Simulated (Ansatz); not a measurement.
# Ba on Mg(0001): change of the work function

How does one ordered layer of Ba (fcc site) change the work function of Mg(0001), and what dipole does each adsorbate carry?

Main program and level: Ansatz 0.2.0; plane-wave DFT, PBE, Ansatz PAW.

## 1. The starting structure

The cell holds 4 atoms: 4 Mg. Cell: a = 3.210 Å, b = 3.210 Å, c = 25.820 Å, α = 90.0°, β = 90.0°, γ = 60.0°. Vacuum lies along c.

## 2. The clean slab

The bare slab comes first, as the zero from which every change is counted. The two lowest layers are held at bulk places and the upper ones relax. The dipole correction removes the false field that a one-sided slab makes across the periodic vacuum, so each face gets a flat vacuum level of its own.

The input, input.yaml:

```yaml
crystal:
  lattice:
    - [3.21, 0.0, 0.0]
    - [1.605, 2.7799415461, 0.0]
    - [0.0, 0.0, 25.81956]
  atoms:
    - { symbol: Mg, position: [0.6666666667, 0.6666666667, 0.3485729424] }
    - { symbol: Mg, position: [0.0, 0.0, 0.4495243141] }
    - { symbol: Mg, position: [0.6666666667, 0.6666666667, 0.5504756859] }
    - { symbol: Mg, position: [0.0, 0.0, 0.6514270576] }
kpoints:
  mp_grid: { grid: [12, 12, 1] }
hamiltonian:
  xc: pbe
scf:
  occupations: { method: fermi_dirac, width: 0.1 }
  convergence: { dr2_threshold: 1.0e-08 }
efield:
  axis: 3
  dipole_correction: true
  ramp_position: 0.97
  ramp_width: 0.06
relax:
  f_tol: 0.02
  max_steps: 60
  constraints: [{ sites: [0, 1] }]
output:
  write_potential: true
  write_density: true
  volumetric_format: npy
```

The run is started by

```bash
> ansatz run input.yaml --threads 2 --pin off --max-ram 3072MiB --backend cpu --events-out ev --progress --plain --runs-dir out
```

Numbers of over 12 decimals in the logs are rounded to 6 here.

Output:

```text
Engine: ansatz 0.2.0, aarch64-unknown-linux-gnu
Pseudopotentials: kind: paw
Pseudopotential: Mg, paw, valence charge 10, recommended cutoff 420 eV (normal), Mg.paw.azcp
Functional definition: PBE
  parameter kappa = 0.804
  parameter beta = 0.066725
  exchange = pbe_x(kappa = kappa, mu = beta*pi^2/3)
  correlation = pbe_c(beta = beta)
Crystal: 4 atoms, lattice volume = 230.404 Å³
Basis set: ecut = 420 eV, 4575 PW (Γ), exchange–correlation on 48×48×360 points (8 copies of the dense FFT grid, shifted against one another)
Bands: 24, of which v1, the nominal top of the filled ones, is band 20 counted from 1 (19 counted from 0)
Symmetry: 6 space group operations
k-points: 19 of 144 (time reversal used)
Non-local potential: Mg, projectors of the file, l = 0: 3, l = 1: 2, l = 2: 1
PAW form: soft (Blöchl's): semilocal exchange-correlation on the pseudo side does not see the compensation charge
PAW one-centre angular grid: Mg, 110 points (default); XC on 64 Gauss nodes
Initial density: superposition of atomic densities (neutral atoms: chi_scale 0, normalization atom), corrected by the library's trained network
Initial wavefunctions: pseudopotential atomic-orbital guess
Functional: x = pbe(κ = 0.804, μ = 0.219515), c = pbe(β = 0.066725)
SCF iter   1: F=—  HF=-7694.613554 eV  |F-HF|=—  |Δ(HF+E_count)|=         —  Δρ=7.47e-4  dr2=5.39e-3  ethr=1.77e-3  p=0.000 e·Å  D=2.46e-14 V/Å  ΔV_dip=-0.00 eV  dr2_dipole=1.19e-8  V_vac-E_F(+/−)=3.79/3.79 eV  ⟨swp⟩=8.1  Hψ=2477  notcnv=0
efield: sawtooth ramp at fractional position 0.9700 (set: `efield.ramp_position`, or a place that a band, a saddle search or an elastic batch's reference lends), width 0.0600; the density the first Hamiltonian is built on has a dipole p = 0.000 e·Å; the dipole correction subtracts the counter field D = 2.46e-14 V/Å, which shifts the + side's vacuum level by -0.00 eV against the − side's; the planar-averaged density in the ramp window peaks in size at 1.5e-5 e/Å³
preconditioner: auto → LDOS  [metal: Δε(μ)=0.163 eV  Ē_g=4.548 eV  σ=0.100 eV  W_gap=0.39  n_scr=16 (ndim 8)  ℏωp=6.9 eV  f_vac=0.528  D(μ)=2.23/eV (n_scr^D=10)  β→1.0]
SCF iter   2: F=—  HF=-7694.613892 eV  |F-HF|=—  |Δ(HF+E_count)|=   3.38e-4  Δρ=2.82e-4  dr2=3.90e-4  ethr=1.35e-5  p=0.000 e·Å  D=1.21e-5 V/Å  ΔV_dip=-0.00 eV  dr2_dipole=1.36e-8  V_vac-E_F(+/−)=3.82/3.82 eV  ⟨swp⟩=2.1  Hψ=706  notcnv=0
SCF iter   3: F=—  HF=-7694.613926 eV  |F-HF|=—  |Δ(HF+E_count)|=   3.33e-5  Δρ=9.30e-5  dr2=4.23e-5  ethr=9.74e-7  p=-0.000 e·Å  D=-5.84e-8 V/Å  ΔV_dip=0.00 eV  dr2_dipole=1.53e-10  V_vac-E_F(+/−)=3.80/3.80 eV  ⟨swp⟩=2.3  Hψ=617  notcnv=0
SCF iter   4: F=—  HF=-7694.613948 eV  |F-HF|=—  |Δ(HF+E_count)|=   2.23e-5  Δρ=2.68e-5  dr2=4.91e-6  ethr=1.06e-7  p=-0.000 e·Å  D=-1.95e-7 V/Å  ΔV_dip=0.00 eV  dr2_dipole=4.52e-11  V_vac-E_F(+/−)=3.79/3.79 eV  ⟨swp⟩=2.0  Hψ=527  notcnv=0
SCF iter   5: F=—  HF=-7694.613928 eV  |F-HF|=—  |Δ(HF+E_count)|=   1.99e-5  Δρ=6.90e-6  dr2=4.91e-7  ethr=1.23e-8  p=-0.000 e·Å  D=-1.86e-7 V/Å  ΔV_dip=0.00 eV  dr2_dipole=4.79e-11  V_vac-E_F(+/−)=3.79/3.79 eV  ⟨swp⟩=2.1  Hψ=509  notcnv=0
SCF iter   6: F=—  HF=-7694.613928 eV  |F-HF|=—  |Δ(HF+E_count)|=   2.89e-7  Δρ=1.60e-6  dr2=2.03e-8  ethr=1.23e-9  p=-0.000 e·Å  D=-9.73e-8 V/Å  ΔV_dip=0.00 eV  dr2_dipole=1.13e-12  V_vac-E_F(+/−)=3.79/3.79 eV  ⟨swp⟩=2.0  Hψ=530  notcnv=0
SCF iter   7: F=-7694.613928 eV  HF=-7694.613928 eV  |F-HF|=7.69e-10  |Δ(HF+E_count)|=   7.80e-9  Δρ=3.80e-7  dr2=3.40e-10  ethr=2.50e-11  p=-0.000 e·Å  D=-8.33e-9 V/Å  ΔV_dip=0.00 eV  dr2_dipole=6.67e-13  V_vac-E_F(+/−)=3.79/3.79 eV  ⟨swp⟩=8.7  Hψ=2644  notcnv=0
SCF 1 converged in 7 iterations: F = -7694.613928 eV  dr2 = 3.40e-10
  greatest PAW one-centre occupation: 1.000 electrons in one spin orbital (limit 2), on the Mg atom at site 2 (counted from 0), in its partial waves of l = 0
relax step   1: F+E_penalty+E_count = -7694.61392834 eV  Δ(F+E_penalty+E_count) = +0.000e0 eV  max|allowed force component| = 4.415e-2 eV/Å  Δτ_max = 0.0000 Å  (7 SCF iters, accepted)
Initial density: handed on by an earlier stage of this run
Initial wavefunctions: those handed on with the density
iter 1 solved again at ethr=7.55e-6 eV; its pass at ethr=3.10e-3 eV (dr2=3.02e-3 eV) is discarded
SCF iter   1: F=—  HF=-7694.614722 eV  |F-HF|=—  |Δ(HF+E_count)|=         —  Δρ=2.19e-4  dr2=9.85e-4  ethr=7.55e-6  p=-0.000 e·Å  D=-2.46e-8 V/Å  ΔV_dip=0.00 eV  dr2_dipole=5.18e-5  V_vac-E_F(+/−)=3.79/3.79 eV  ⟨swp⟩=2.3  Hψ=1585  notcnv=0
efield: sawtooth ramp at fractional position 0.9700 (set: `efield.ramp_position`, or a place that a band, a saddle search or an elastic batch's reference lends), width 0.0600; the density the first Hamiltonian is built on has a dipole p = -0.000 e·Å; the dipole correction subtracts the counter field D = -2.46e-8 V/Å, which shifts the + side's vacuum level by +0.00 eV against the − side's; the planar-averaged density in the ramp window peaks in size at 3.7e-7 e/Å³
preconditioner: auto → LDOS  [metal: Δε(μ)=0.173 eV  Ē_g=4.535 eV  σ=0.100 eV  W_gap=0.41  n_scr=16 (ndim 8)  ℏωp=6.9 eV  f_vac=0.529  D(μ)=2.24/eV (n_scr^D=10)  β→1.0]
SCF iter   2: F=—  HF=-7694.614661 eV  |F-HF|=—  |Δ(HF+E_count)|=   6.12e-5  Δρ=7.35e-5  dr2=3.77e-5  ethr=2.46e-6  p=-0.000 e·Å  D=-6.75e-5 V/Å  ΔV_dip=0.00 eV  dr2_dipole=1.71e-6  V_vac-E_F(+/−)=3.79/3.79 eV  ⟨swp⟩=2.0  Hψ=503  notcnv=0
SCF iter   3: F=—  HF=-7694.614688 eV  |F-HF|=—  |Δ(HF+E_count)|=   2.78e-5  Δρ=2.08e-5  dr2=3.89e-6  ethr=9.43e-8  p=0.000 e·Å  D=9.60e-5 V/Å  ΔV_dip=-0.00 eV  dr2_dipole=1.74e-10  V_vac-E_F(+/−)=3.79/3.79 eV  ⟨swp⟩=2.0  Hψ=776  notcnv=0
SCF iter   4: F=—  HF=-7694.614664 eV  |F-HF|=—  |Δ(HF+E_count)|=   2.43e-5  Δρ=5.71e-6  dr2=4.02e-7  ethr=9.72e-9  p=0.000 e·Å  D=1.11e-4 V/Å  ΔV_dip=-0.00 eV  dr2_dipole=1.72e-8  V_vac-E_F(+/−)=3.79/3.79 eV  ⟨swp⟩=2.0  Hψ=522  notcnv=0
SCF iter   5: F=-7694.614664 eV  HF=-7694.614664 eV  |F-HF|=2.85e-9  |Δ(HF+E_count)|=   3.01e-8  Δρ=1.43e-6  dr2=7.85e-9  ethr=2.50e-11  p=0.000 e·Å  D=1.31e-4 V/Å  ΔV_dip=-0.00 eV  dr2_dipole=1.10e-9  V_vac-E_F(+/−)=3.79/3.79 eV  ⟨swp⟩=7.8  Hψ=2951  notcnv=0
SCF 2 converged in 5 iterations: F = -7694.614664 eV  dr2 = 7.85e-9
  greatest PAW one-centre occupation: 1.000 electrons in one spin orbital (limit 2), on the Mg atom at site 1 (counted from 0), in its partial waves of l = 0
relax step   2: F+E_penalty+E_count = -7694.61466413 eV  Δ(F+E_penalty+E_count) = -7.358e-4 eV  max|allowed force component| = 1.544e-2 eV/Å  Δτ_max = 0.0287 Å  (5 SCF iters, accepted)
NSCF: frozen V_eff on 19 k-points
the band table was solved once a step of the walk had ended and its energy, with any forces and stress, was formed, with the checks that follow a solve (2497 applications of the Hamiltonian). They found nothing against the state; the energy, forces and stress were not computed again (output.eigenvalues in the input reference)
WARN: The output density's exchange-correlation potential varies sharply where the density is thin. Do not read a vacuum level from v_tot or v_xc, or from such a field of the output density. On a cell that repeats whose density bears no net charge and no dipole along the vacuum's axis use v_es (v_loc + v_h of the components); under efield.dipole_correction with no amplitude use v_es + v_field, which holds any externa [...]
SCF converged after 5 iterations
Free energy (F): -7694.614664 eV
Harris-Foulkes:  -7694.614664 eV  (|F-HF|=2.85e-9)
Internal energy: -7694.543245 eV  (E = F + TS)
E sigma→0 (E₀):  -7694.578954 eV
Entropy (-TS):   -0.071420 eV (-17.855 meV/atom)
Fermi energy:    0.029478 eV
Dipole field:    D = 0.000172 V/Å  (p = 0.000219 e·Å, saw-weighted, corrected)
Work function:   Φ+ = 3.7873 eV   Φ− = 3.7918 eV
Levels:          The Fermi level and band energies are counted from a zero that moves with the ramp; work functions are not
--- Per-component energies (eV) ---
  E_band       = -1655.090316
  E_kinetic    = 297.500953
  E_local      = -32041.579430  (includes V_loc(G=0)·N_el)
  E_nonlocal   = 383.077104
  E_hartree    = 14982.417556
  E_xc         = -112.093321
  E_vxc        = -144.525410  (∫ρ·V_xc dr)
  E_paw        = -1170.697246  (= ΣΔE_a)
  E_vpaw       = -114.398191  (= ΣTr[D̂ρ^β])
  E_aug_tail   = -0.000015  (compensation charges beyond the density's cutoff)
  E_efield     = 0.000000  (sawtooth field / dipole correction)
  E_vefield    = -0.000058  (∫n·V_field dr)
  E_ewald      = 9966.831155
  E_smearing   = -0.071420  (= −TS)
  E_closure    = 0.000000  (closes the sum)
  Σ components = -7694.614664   (vs F -7694.614664, Δ=0.00e0)
--- Forces (eV/Å), atoms counted from 1 ---
  atom   1  Mg    -0.00000000     0.00000000    -0.04352532
  atom   2  Mg     0.00000000    -0.00000000     0.03942642
  atom   3  Mg    -0.00000000     0.00000000    -0.01135304
  atom   4  Mg     0.00000000    -0.00000000     0.01543568
  max |Σ_I F_I| component: 1.63e-5 eV/Å
--- Band table (eV; the first three rows and the last of 19) ---
  k-point 0: bands = [... 16 lower, -6.5118, -5.7358, -4.4563, -2.7079, -0.9499, 1.2324, 2.8336, 3.6962]
  k-point 1: bands = [... 16 lower, -6.3761, -5.6010, -4.3227, -2.5750, -0.8237, 1.3598, 2.9633, 3.8279]
  k-point 2: bands = [... 16 lower, -5.9704, -5.1979, -3.9232, -2.1781, -0.4451, 1.7374, 3.3475, 4.2198]
  k-point 18: bands = [... 16 lower, -0.2640, -0.2571, -0.2503, 0.4095, 0.4203, 0.4303, 1.5893, 2.1911]
--- Relaxed structure (2 steps of the walk, 2 accepted, 0 SCFs on fresh bases) ---
  F+E_penalty+E_count = -7694.61466413 eV   max|allowed force component| = 1.544e-2 eV/Å
  atoms:
    - { symbol: Mg, position: [0.666667, 0.666667, 0.348573] }
    - { symbol: Mg, position: [0.0, 0.0, 0.449524] }
    - { symbol: Mg, position: [0.666667, 0.666667, 0.550673] }
    - { symbol: Mg, position: [0, 0, 0.652538] }
```

Run time: 7.5 s. Hardware: 2 threads of Arm Neoverse V1, shared host; peak memory 0.42 GiB; 14 s of CPU time.

Relaxation path:

| step | energy less that of the first step (eV) | largest force component (eV/Å) |
| --- | --- | --- |
| 1 | 0.0000 | 0.0442 |
| 2 | -0.0007 | 0.0154 |

Forces are held to the 6 operations that the run works with; a distortion that breaks them can't arise in this run.

The atoms that moved most (Å):

| atom | dx | dy | dz | length |
| --- | --- | --- | --- | --- |
| Mg4 | 0.000 | 0.000 | 0.029 | 0.029 |
| Mg3 | 0.000 | 0.000 | 0.005 | 0.005 |

The relaxed structure:

```xyz
4
Lattice="3.2100 0.0000 0.0000 1.6050 2.7799 0.0000 0.0000 0.0000 25.8196" Properties=species:S:1:pos:R:3
Mg    3.2100    1.8533    9.0000
Mg    0.0000    0.0000   11.6065
Mg    3.2100    1.8533   14.2181
Mg    0.0000    0.0000   16.8482
```

Numbers from this step:

```
energy at zero smearing   : -7694.5790 eV
work function, upper face : 3.787 eV
dipole along the normal   : 2.19e-4 e·Å
```

Running mean over 2.60652 Å of the planar mean; the ramp of the sawtooth is left out. The electron's electrostatic potential energy less the Fermi level by z:

| z (Å) | electron's electrostatic potential energy less the Fermi level (eV) |
| --- | --- |
| 3.5 | 3.79 |
| 4.0 | 3.79 |
| 4.5 | 3.79 |
| 5.0 | 3.78 |
| 5.5 | 3.74 |
| 6.0 | 3.64 |
| 6.5 | 3.35 |
| 7.0 | 2.60 |
| 7.5 | 0.686 |
| 8.0 | -2.09 |
| 8.5 | -3.58 |
| 9.0 | -4.02 |
| 9.5 | -4.07 |
| 10.0 | -4.04 |
| 10.5 | -4.02 |
| 11.0 | -4.01 |
| 11.5 | -4.00 |
| 12.0 | -3.99 |
| 12.5 | -3.98 |
| 13.0 | -3.98 |
| 13.5 | -3.99 |
| 14.0 | -4.00 |
| 14.5 | -3.99 |
| 15.0 | -3.95 |
| 15.5 | -3.89 |
| 16.0 | -3.97 |
| 16.5 | -4.06 |
| 17.0 | -3.95 |
| 17.5 | -3.30 |
| 18.0 | -1.31 |
| 18.5 | 1.45 |
| 19.0 | 2.90 |
| 19.5 | 3.47 |
| 20.0 | 3.68 |
| 20.5 | 3.75 |
| 21.0 | 3.78 |
| 21.5 | 3.78 |
| 22.0 | 3.79 |
| 22.5 | 3.79 |

The relaxation took 2 steps and lowered the energy by 7.4e-4 eV; the largest force on the free atoms ends at 0.015 eV/Å.

The work function of the upper face is 3.79 eV.

(Part 1 of 2 ends here.)

[Logs are printed without paths, hosts, clocks, repeated set-up lines and the standing remarks that a program may print on its own settings, such as how far it seeks lower states.]

[Hosts, paths, dates, database ids (printed as entryN), source tags and the programs' standing remarks are cut or masked in the printed files.]

[Maps of the electrostatic potential energy from Ansatz leave out the sawtooth potential of an applied field or a dipole correction, so their vacuum need not be flat; planar profiles and work functions include it.]
